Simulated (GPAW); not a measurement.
# BaTiO3 (Pm-3m) in GPAW: single point with LDA

Aim: the single point of BaTiO3 with LDA.

All numbers are computed with GPAW 26.7.0; they aren't measurements. Logs are shortened: lines on timing, memory, paths and dates and some standing lists are left out, and cuts for length are marked. The log counts tension as positive stress, the text compression.

**1. The structure**

It takes space group Pm-3m (No. 221, cubic). The conventional cell has a = 4.006 Å, b = 4.006 Å, c = 4.006 Å, α = 90.00°, β = 90.00°, γ = 90.00°. Ba (site symmetry m-3m) has 12 O at 2.83 Å as nearest neighbours. Ti (site symmetry m-3m) has 6 O at 2.00 Å as nearest neighbours. O (site symmetry 4/mmm) has 2 Ti at 2.00 Å as nearest neighbours.

**2. Single point, LDA**

The input, run.py:

```python
from ase import Atoms
from ase.dft.bandgap import bandgap
from ase.io import write
from ase.units import GPa
from gpaw import GPAW, PW

atoms = Atoms(['Ba', 'Ti', 'O', 'O', 'O'],
              cell=[[4.006, 0.0, 0.0],
                    [0.0, 4.006, 0.0],
                    [0.0, 0.0, 4.006]],
              scaled_positions=[[0.5, 0.5, 0.5],
                                [0.0, 0.0, 0.0],
                                [0.0, 0.0, 0.5],
                                [0.0, 0.5, 0.0],
                                [0.5, 0.0, 0.0]],
              pbc=True)

calc = GPAW(mode=PW(600),
            xc='LDA',
            kpts={'size': (6, 6, 6), 'gamma': True},
            occupations={'name': 'fermi-dirac', 'width': 0.05},
            nbands=36,
            maxiter=120,
            txt='gpaw.txt')
atoms.calc = calc
energy = atoms.get_potential_energy()
forces = atoms.get_forces()
stress = atoms.get_stress()
calc.write('gs.gpw')
write('result.traj', atoms)
print(f'Energy: {energy:.6f} eV')
print('Forces (eV/A):')
print(forces.round(4))
print('Stress (GPa):', (stress / GPa).round(3))
print('Fermi level:', round(calc.get_fermi_level(), 4), 'eV')
print(f'Gap: {bandgap(calc)[0]:.4f} eV, direct: {bandgap(calc, direct=True)[0]:.4f} eV')
```

Potentials or basis: the program's PAW data sets (release 1.2.1) made for this functional, pw.

Command:

```console
$ OMP_NUM_THREADS=1 python run.py
```

gpaw.txt:

```text
__  _  _
 | _ |_)|_||  |
 |__||  | ||/\| - 26.7.0

Input parameters:
  mode=PW(ecut=600.0),
  kpts=MonkhorstPack(size=(6, 6, 6), gamma=True),
  maxiter=120,
  nbands=36,
  occupations=Occupations(name='fermi-dirac', width=0.05),
  xc=XC(name='LDA')

Diagonalizing LCAO Hamiltonian
Converting LCAO to pw mode
   .---------.
  /|         |
 * |         |
 | |   Ba    |
 O |         |
 | .---------.
 |/         /
 Ti---O----*

Atoms  # Å, Bohr magnetons
|   | symbol |        x |        y |        z |    initial magnetic moments |
|---|--------|----------|----------|----------|-----------------------------|
| 0 |     Ba | 2.003000 | 2.003000 | 2.003000 | ( 0.0000,  0.0000,  0.0000) |
| 1 |     Ti | 0.000000 | 0.000000 | 0.000000 | ( 0.0000,  0.0000,  0.0000) |
| 2 |      O | 0.000000 | 0.000000 | 2.003000 | ( 0.0000,  0.0000,  0.0000) |
| 3 |      O | 0.000000 | 2.003000 | 0.000000 | ( 0.0000,  0.0000,  0.0000) |
| 4 |      O | 2.003000 | 0.000000 | 0.000000 | ( 0.0000,  0.0000,  0.0000) |

Unit cell  # Å
| periodic |        x |        y |        z |  lengths |    angles |
|----------|----------|----------|----------|----------|-----------|
|      yes | 4.006000 | 0.000000 | 0.000000 | 4.006000 | 90.000000 |
|      yes | 0.000000 | 4.006000 | 0.000000 | 4.006000 | 90.000000 |
|      yes | 0.000000 | 0.000000 | 4.006000 | 4.006000 | 90.000000 |

Number of symmetries: 48
Symmetry operations  # r_c * U_cc + t_c -> r_c
|    | kind |            matrix            |
|----|------|------------------------------|
|  0 |  E   |  1, 0, 0,  0, 1, 0,  0, 0, 1 |
|  1 |  σ   |  1, 0, 0,  0, 1, 0,  0, 0,-1 |
|  2 |  σ   |  1, 0, 0,  0, 0, 1,  0, 1, 0 |
|  3 |  C4  |  1, 0, 0,  0, 0, 1,  0,-1, 0 |
|  4 |  C4  |  1, 0, 0,  0, 0,-1,  0, 1, 0 |
|  5 |  σ   |  1, 0, 0,  0, 0,-1,  0,-1, 0 |
|  6 |  σ   |  1, 0, 0,  0,-1, 0,  0, 0, 1 |
|  7 |  C2  |  1, 0, 0,  0,-1, 0,  0, 0,-1 |
|  8 |  σ   |  0, 1, 0,  1, 0, 0,  0, 0, 1 |
|  9 |  C2  |  0, 1, 0,  1, 0, 0,  0, 0,-1 |
| 10 |  C3  |  0, 1, 0,  0, 0, 1,  1, 0, 0 |
| 11 |  S6  |  0, 1, 0,  0, 0, 1, -1, 0, 0 |
| 12 |  S6  |  0, 1, 0,  0, 0,-1,  1, 0, 0 |
| 13 |  C3  |  0, 1, 0,  0, 0,-1, -1, 0, 0 |
| 14 |  C4  |  0, 1, 0, -1, 0, 0,  0, 0, 1 |
| 15 |  S4  |  0, 1, 0, -1, 0, 0,  0, 0,-1 |
| 16 |  C3  |  0, 0, 1,  1, 0, 0,  0, 1, 0 |
| 17 |  S6  |  0, 0, 1,  1, 0, 0,  0,-1, 0 |
| 18 |  σ   |  0, 0, 1,  0, 1, 0,  1, 0, 0 |
| 19 |  C4  |  0, 0, 1,  0, 1, 0, -1, 0, 0 |
| 20 |  C2  |  0, 0, 1,  0,-1, 0,  1, 0, 0 |
| 21 |  S4  |  0, 0, 1,  0,-1, 0, -1, 0, 0 |
| 22 |  S6  |  0, 0, 1, -1, 0, 0,  0, 1, 0 |
| 23 |  C3  |  0, 0, 1, -1, 0, 0,  0,-1, 0 |
| 24 |  S6  |  0, 0,-1,  1, 0, 0,  0, 1, 0 |
| 25 |  C3  |  0, 0,-1,  1, 0, 0,  0,-1, 0 |
| 26 |  C4  |  0, 0,-1,  0, 1, 0,  1, 0, 0 |
| 27 |  σ   |  0, 0,-1,  0, 1, 0, -1, 0, 0 |
| 28 |  S4  |  0, 0,-1,  0,-1, 0,  1, 0, 0 |
| 29 |  C2  |  0, 0,-1,  0,-1, 0, -1, 0, 0 |
| 30 |  C3  |  0, 0,-1, -1, 0, 0,  0, 1, 0 |
| 31 |  S6  |  0, 0,-1, -1, 0, 0,  0,-1, 0 |
| 32 |  C4  |  0,-1, 0,  1, 0, 0,  0, 0, 1 |
| 33 |  S4  |  0,-1, 0,  1, 0, 0,  0, 0,-1 |
| 34 |  S6  |  0,-1, 0,  0, 0, 1,  1, 0, 0 |
| 35 |  C3  |  0,-1, 0,  0, 0, 1, -1, 0, 0 |
| 36 |  C3  |  0,-1, 0,  0, 0,-1,  1, 0, 0 |
| 37 |  S6  |  0,-1, 0,  0, 0,-1, -1, 0, 0 |
| 38 |  σ   |  0,-1, 0, -1, 0, 0,  0, 0, 1 |
| 39 |  C2  |  0,-1, 0, -1, 0, 0,  0, 0,-1 |
| 40 |  σ   | -1, 0, 0,  0, 1, 0,  0, 0, 1 |
| 41 |  C2  | -1, 0, 0,  0, 1, 0,  0, 0,-1 |
| 42 |  C2  | -1, 0, 0,  0, 0, 1,  0, 1, 0 |
| 43 |  S4  | -1, 0, 0,  0, 0, 1,  0,-1, 0 |
| 44 |  S4  | -1, 0, 0,  0, 0,-1,  0, 1, 0 |
| 45 |  C2  | -1, 0, 0,  0, 0,-1,  0,-1, 0 |
| 46 |  C2  | -1, 0, 0,  0,-1, 0,  0, 0, 1 |
| 47 |  i   | -1, 0, 0,  0,-1, 0,  0, 0,-1 |

BZ-sampling:
  Number of BZ points: 216
  Number of IBZ points: 20

  Monkhorst-Pack size: [6, 6, 6]
  Monkhorst-Pack shift: [0.08333333333333333, 0.08333333333333333, 0.08333333333333333]

K-points  # in reciprocal-cell coordinates
|     |                                coordinates |     weight |
|-----|--------------------------------------------|------------|
|   0 | (  0.00000000,   0.00000000,   0.00000000) | 0.00462963 |
|   1 | (  0.16666667,   0.00000000,   0.00000000) | 0.02777778 |
|   2 | (  0.16666667,   0.16666667,   0.00000000) | 0.05555556 |
|   3 | (  0.16666667,   0.16666667,   0.16666667) | 0.03703704 |
|   4 | (  0.33333333,   0.00000000,   0.00000000) | 0.02777778 |
|   5 | (  0.33333333,   0.16666667,   0.00000000) | 0.11111111 |
|   6 | (  0.33333333,   0.16666667,   0.16666667) | 0.11111111 |
|   7 | (  0.33333333,   0.33333333,   0.00000000) | 0.05555556 |
|   8 | (  0.33333333,   0.33333333,   0.16666667) | 0.11111111 |
|   9 | (  0.33333333,   0.33333333,   0.33333333) | 0.03703704 |
| ... |                                            |            |
|  19 | (  0.50000000,   0.50000000,   0.50000000) | 0.00462963 |

Plane wave coefficients: 2176
Cutoff: 600.0 eV

Spin-components: 1 (collinear spins)
Bands:           36
Projectors:      27
Spin-degeneracy: 2
Datatype:        complex128

Parallelization:
  kpt:    1
  domain: 1
  band:   1

Density:
  Valence electrons: 40.0
  Components: 1
  Grid points: [24 24 24]
  Charge: 0.0  # |e|

Potential:
  Grid points: [24 24 24]

species:
  Ba:
    name:    Barium
    Z:       56.0
    valence: 10
    core:    46
    charge:  0.0  # [|e|]
    compensation charges:
      type: gauss
      rc: 0.37  # [Å]
      lmax: 2
    cutoffs:
      filter: 2.06  # [Å]
      core: 2.33  # [Å]
    projectors
    | kind |    occ | energy [eV] | rcut [Å] |
    |------|--------|-------------|----------|
    |   5s |  2.000 |     -33.774 |    1.164 |
    |   6s |  2.000 |      -3.346 |    1.164 |
    |   5p |  6.000 |     -18.813 |    1.164 |
    |    p |        |       0.000 |    1.164 |
    |    d |        |       0.000 |    1.164 |
    |    d |        |      27.211 |    1.164 |

    Using partial waves for Ba as LCAO basis

  Ti:
    name:    Titanium
    Z:       22.0
    valence: 12
    core:    10
    charge:  0.0  # [|e|]
    compensation charges:
      type: gauss
      rc: 0.38  # [Å]
      lmax: 2
    cutoffs:
      filter: 2.23  # [Å]
      core: 1.02  # [Å]
    projectors
    | kind |    occ | energy [eV] | rcut [Å] |
    |------|--------|-------------|----------|
    |   3s |  2.000 |     -62.257 |    1.270 |
    |   4s |  2.000 |      -4.593 |    1.270 |
    |   3p |  6.000 |     -38.791 |    1.058 |
    |   4p |  0.000 |      -1.536 |    1.058 |
    |   3d |  2.000 |      -4.463 |    1.058 |
    |    d |        |      22.748 |    1.058 |

    Using partial waves for Ti as LCAO basis

  O:
    name:    Oxygen
    Z:       8.0
    valence: 6
    core:    2
    charge:  0.0  # [|e|]
    compensation charges:
      type: gauss
      rc: 0.21  # [Å]
      lmax: 2
    cutoffs:
      filter: 1.17  # [Å]
      core: 0.83  # [Å]
    projectors
    | kind |    occ | energy [eV] | rcut [Å] |
    |------|--------|-------------|----------|
    |   2s |  2.000 |     -23.752 |    0.688 |
    |   2p |  4.000 |      -9.195 |    0.598 |
    |    s |        |       3.459 |    0.688 |
    |    p |        |      18.016 |    0.598 |
    |    d |        |       0.000 |    0.619 |

    Using partial waves for O as LCAO basis

Reference energy: -250365.446817  # eV

eigensolver:
  PPCG
  Converge bands: occupied
  niter=2

density mixing:
  MSR1-Mixer
  Pratt-step length: 0.05
  Maximum mixing coefficient: 0.75
  Old densities: 10
  SVD Regularization: 0.005
  Good broyden scale: 1.0
  Trust region scale: 1.0
  Backstep threshold: 4.0
  History deletion threshold: 6.0
  Fourier metric: weight=20.0, sigma=0.015

occupation numbers:
  Fermi-Dirac:
    width: 0.0500  # eV

poisson solver:
  ecut: 4800.0  # eV

xc functional:
  name: None

convergence criteria:
- Maximum [total energy] change in last 3 cyles: 0.0005 eV / valence electron
- Maximum integral of absolute [dens]ity change: 0.0001 electrons / valence electron
- Maximum integral of absolute [eigenst]ate change: 4e-08 eV^2 / valence electron
maximum number of iterations: 120

SCF iterations
|iter     | |      energy | eigst |  dens |
|---------|-|-------------|-------|-------|
|iter:   1| |  -48.677286 | +0.12 |       |
|iter:   2| |  -47.025956 | -1.55 | -0.88 |
|iter:   3| |  -43.741591 | -0.99 | -0.95 |
|iter:   4| |  -43.537914 | -2.22 | -1.47 |
|iter:   5| |  -43.485951 | -2.93 | -1.65 |
|iter:   6| |  -43.481099 | -3.78 | -2.00 |
|iter:   7| |  -43.481092c| -5.09 | -2.87 |
|iter:   8| |  -43.481092c| -5.97 | -3.40 |
|iter:   9| |  -43.481092c| -7.68c| -4.08c|

Converged in 9 steps
Energy contributions relative to reference atoms: (reference = -250365.446817)

Energy contributions:
  Kinetic:          34.220131
  Coulomb:         -37.672102
  Zero:              0.549534
  External:          0.000000
  Xc:              -40.578655
  Entropy:          -0.000000
  Spinorbit:         0.000000
  ----------------------------
  Free energy:     -43.481092
  Extrapolated:    -43.481092

dipole moment: (-35.426614, -35.426614, -35.426614)  # |e|*Ang

Fermi level: 8.117
Eigenvalues  # (at kpt = [0.000, 0.000, 0.000])
| band index |      eig [eV] | occ [0-2] |
|------------|---------------|-----------|
|          0 |       -48.687 |     2.000 |
|        ... |               |           |
|         12 |         4.961 |     2.000 |
|         13 |         4.961 |     2.000 |
|         14 |         6.151 |     2.000 |
|         15 |         6.151 |     2.000 |
|         16 |         6.151 |     2.000 |
|         17 |         7.126 |     2.000 |
[... 8 lines left out ...]
|         26 |        12.199 |     0.000 |
|         27 |        14.448 |     0.000 |
|        ... |               |           |
|         35 |        26.915 |     0.000 |

Gap: 1.694 eV
Transition (v -> c):
  (s=0, k=19, n=19, [0.50, 0.50, 0.50]) -> (s=0, k=0, n=20, [0.00, 0.00, 0.00])
Direct/indirect transitions are different
Direct gap: 1.828 eV
Transition at: (s=0, k=0, n=19, [0.00, 0.00, 0.00])

Forces  # eV/Ang
|        x |        y |        z |
|----------|----------|----------|
|  0.00000 |  0.00000 |  0.00000 |  # Ba   0
| -0.00000 | -0.00000 | -0.00000 |  # Ti   1
|  0.00000 | -0.00000 | -0.00000 |  # O    2
| -0.00000 | -0.00000 | -0.00000 |  # O    3
| -0.00000 | -0.00000 | -0.00000 |  # O    4

Stress tensor  # eV/Ang^3
|        x |        y |        z |
|----------|----------|----------|
| 0.077740 | 0.000000 | 0.000000 |
| 0.000000 | 0.077740 | 0.000000 |
| 0.000000 | 0.000000 | 0.077740 |

# Writing to gs.gpw (mode='')
```

Wall time 26 s (1 thread of Arm Neoverse V2, shared host); peak memory 0.19 GiB.

What came out:

```
Free energy            : -43.4811 eV
Pressure               : -12.5 GPa
Band gap on the k mesh : 1.69 eV, indirect (least direct gap 1.83 eV)
```

Levels at points of the mesh, in eV from the valence-band top:
```tsv
k point	band 17	band 18	band 19	band 20	band 21	band 22	band 23	band 24
(0.00, 0.00, 0.00)	-1.11	-0.13	-0.13	-0.13	1.69	1.69	1.69	3.97
(0.50, 0.00, 0.00)	-1.85	-1.85	-0.71	-0.71	1.85	3.48	3.48	3.98
(0.50, 0.50, 0.00)	-1.73	-0.87	-0.87	-0.08	3.49	3.49	3.90	4.82
(0.50, 0.50, 0.50)	-2.40	0.00	0.00	0.00	4.17	4.17	4.17	6.69
```

Caveat: the cutoff is short for stress and forces, so pressures can be off by a GPa or more; spin-orbit coupling is left out, which moves the levels of the heavy elements. A k mesh can miss the band edges.
